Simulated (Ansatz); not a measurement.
**WC-type HfC**

Computed with Ansatz (plane waves, PAW, 500 eV cutoff): r²SCAN, scalar-relativistic, no spin polarisation, Γ-centred 12×12×12 mesh, 0.05 eV Gaussian smearing. The datasets are Ansatz's generated set soft_2.

```cif
data_structure
_symmetry_space_group_name_H-M 'P 1'
_symmetry_Int_Tables_number 1
_cell_length_a 3.2283
_cell_length_b 3.2283
_cell_length_c 2.8990
_cell_angle_alpha 90.000
_cell_angle_beta 90.000
_cell_angle_gamma 120.000
_cell_volume 26.17
loop_
_atom_site_label
_atom_site_type_symbol
_atom_site_fract_x
_atom_site_fract_y
_atom_site_fract_z
_atom_site_occupancy
Hf1 Hf 0.00000 0.00000 0.00000 1
C1 C 0.66667 0.33333 0.50000 1
```

The structure was built from a prototype; whether the compound forms in it isn't claimed.

Path: Γ–M–K–Γ–A–L–H–A | L–M | H–K, with Γ = (0.000, 0.000, 0.000), M = (0.500, 0.000, 0.000), K = (0.333, 0.333, 0.000), A = (0.000, 0.000, 0.500), L = (0.500, 0.000, 0.500), H = (0.333, 0.333, 0.500) in reciprocal vectors of the calculation's cell.

Question: Is it a metal or an insulator, and if it has a gap, where are the band edges on this path?

Answer: A semimetal or zero-gap crystal: the filled and empty bands only touch or barely overlap.

Bands as a text map, energy in eV from the Fermi level (dashes), each leg drawn with the same width:
```
  2.86 |              *          *    *                                   *
  2.57 |             *               *                  *                * 
  2.29 |                       *  ***                    *                 
  2.00 |            *  *             *     ***   **     * ****     **   *  
  1.71 |**         *         **           *   ***  *                 ***   
  1.43 |                    *         *                *      *            
  1.14 |  *       *     *  *           * *          *                      
  0.86 |         *                      *            **        *           
  0.57 |   *              *                                                
  0.29 |    *  **        *                                      ***        
  0.00 |------*----------*-------------------------------------------------
 -0.29 |    ***         * *                     ****            ** **      
 -0.57 |   *************   *      ****         *    *   **        *      **
 -0.86 | ***    *           *    *    *       *      ***       * *         
 -1.14 |*        *       *** ** *     **                        *    *     
 -1.43 |  *                    *       *     *         *      *         *  
 -1.71 |**        *     *   ****        *                    ***           
 -2.00 | *         *        *           **  *                *        **   
 -2.29 |                                 **           *     *              
 -2.57 |  *         *  *        *          *              **          *    
 -2.86 |             **    *                                           * **
 -3.14 |                                    *        *               *  *  
 -3.43 |   *                                 *    *                **   *  
 -3.71 |                  *      *             *** *                   *   
 -4.00 |    *                               ***     *                 *  * 
 -4.29 |             **  *               ***   *     *    ***             *
 -4.57 |     *     **  **               *       *  *         **      *     
 -4.86 |      *  **               *              **   *        **  **      
        Γ      M      K      Γ      A      L      H      AL       MH      K
```

Cost: 30 s on 2 threads of Arm Neoverse V2, with other jobs on the host, peak memory 0.48 GiB.

These numbers lack spin–orbit coupling. A displaced or strained copy of the relaxed cell lay 1.4 meV/atom lower, so the structure isn't a true minimum at this level, unless the mesh, which matters in a metal, makes it so.
